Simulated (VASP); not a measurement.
Os, 1 atom in the cell. The structure is cubic, space group Fm-3m (No. 225). Conventional cell: a = 3.826 Å, b = 3.826 Å, c = 3.826 Å, α = 90.00°, β = 90.00°, γ = 90.00°. Os (site symmetry m-3m) has 12 Os at 2.71 Å as nearest neighbours. This isn't the form of Os at room conditions, which is hcp.

- Program: VASP 6.6.1
- Task: relaxation of cell and atoms
- Functional: PBEsol
- Potentials or basis: VASP PAW PBE potentials, release 64 (Os)
- Cutoff: 300 eV
- k mesh: 18 × 18 × 18
- Occupations: gaussian, width 0.1 eV
- Spin: no spin polarisation
- Further INCAR settings: ALGO = Fast; EDIFF = 1e-07; IBRION = 2; EDIFFG = -0.005; NSW = 90; ISIF = 3

Potentials or basis: VASP PAW PBE potentials, release 64 (Os).

Launch:

```bash
$ cat potpaw_PBE.64/Os/POTCAR > POTCAR
$ mpirun -np 1 vasp_std > vasp.out
```

Hardware: 1 thread of Intel(R) Xeon(R) 6975P-C (Granite Rapids), on a shared host.

Question: How long does it take, and how much memory?

Answer: It took 10 s on 1 thread of Intel(R) Xeon(R) 6975P-C (Granite Rapids), on a shared host, peak memory 0.12 GiB. Counts: scf iterations 34, k points 195, ion steps 3.
